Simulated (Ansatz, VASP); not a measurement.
Given: the input of a run of Ansatz 0.2.0 on TiTe. The cell comes from a database or a generator and needn't be the stable form of this composition.

Contents of input.yaml:

```yaml
crystal:
  lattice:
    - [0.0, 3.05006681, 3.05006681]
    - [3.05006681, 0.0, 3.05006681]
    - [3.05006681, 3.05006681, 0.0]
  atoms:
    - { symbol: Ti, position: [0.5, 0.5, 0.5] }
    - { symbol: Te, position: [0.0, 0.0, 0.0] }
hamiltonian:
  xc: r2scan
  pseudopotentials: { kind: paw }
  hubbard: { sites: [{ species: Ti, l: d, u_eff: 4.0 }] }
kpoints:
  mp_grid: { grid: [8, 8, 8] }
scf:
  occupations: { method: fermi_dirac, width: 0.05 }
output:
  forces: true
  stress: true
  eigenvalues: true
  write_density: true
  write_potential: true
  elf: true
  volumetric_format: npy
```

Potentials or basis: Ansatz PAW.

Command:

```console
$ ansatz run input.yaml --threads 2 --pin off --max-ram 5632MiB --backend cpu --events-out ev --progress --plain --runs-dir out
```

**Question.** What does the same run look like in VASP 6.6.1? Potentials or basis there: PBE PAW files Te, Ti_sv, 520 eV.

**Answer.** As run (cutoffs and basis follow the program's own potentials, and thresholds, step limits or extra output files can differ):

The input INCAR:

```
ALGO = Normal ; EDIFF = 1E-6
ENCUT = 520 ; ISIF = 2
ISMEAR = -1 ; LASPH = True
LCHARG = True ; LDAU = True
LDAUJ = 0 0 ; LDAUL = 2 -1
LDAUPRINT = 1 ; LDAUTYPE = 2
LDAUU = 4 0 ; LELF = True
LMAXMIX = 4 ; LMIXTAU = True
LREAL = False ; LVHAR = True
LWAVE = False ; METAGGA = R2SCAN
NELM = 100 ; PREC = Accurate
SIGMA = 0.05
```

Contents of KPOINTS:

```
k-points
0
Gamma
  8 8 8
```

The input POSCAR:

```
TiTe
1.0
    0.0000000000      3.0500668100      3.0500668100
    3.0500668100      0.0000000000      3.0500668100
    3.0500668100      3.0500668100      0.0000000000
Ti Te
1 1
Direct
    0.5000000000      0.5000000000      0.5000000000
    0.0000000000      0.0000000000      0.0000000000
```

Potentials or basis: VASP PAW PBE potentials, release 64 (Ti_sv, Te).

Command:

```bash
$ cat potpaw_PBE.64/Ti_sv/POTCAR potpaw_PBE.64/Te/POTCAR > POTCAR
$ mpirun -np 1 vasp_std > vasp.out
```

Both were run:

|  | Ansatz | VASP |
| --- | --- | --- |
| Pressure | -8.1 GPa | -9.5 GPa |

Ansatz's pressure holds a Pulay term of +0.05 GPa for its cutoff of 500 eV, which the other run lacks.

The potentials hold 28 and 18 valence electrons a cell.

Ansatz's potentials were made for PBE. VASP's potentials were made for PBE.

Where Ansatz's input types no cutoff or centring, it takes its own default and a Γ-centred mesh.

The two runs disagree by more than potentials and bases usually give (in gap, levels, pressure or energy); the cause wasn't traced.

How U acts hangs on each program's projectors.

Pressure is positive in compression.
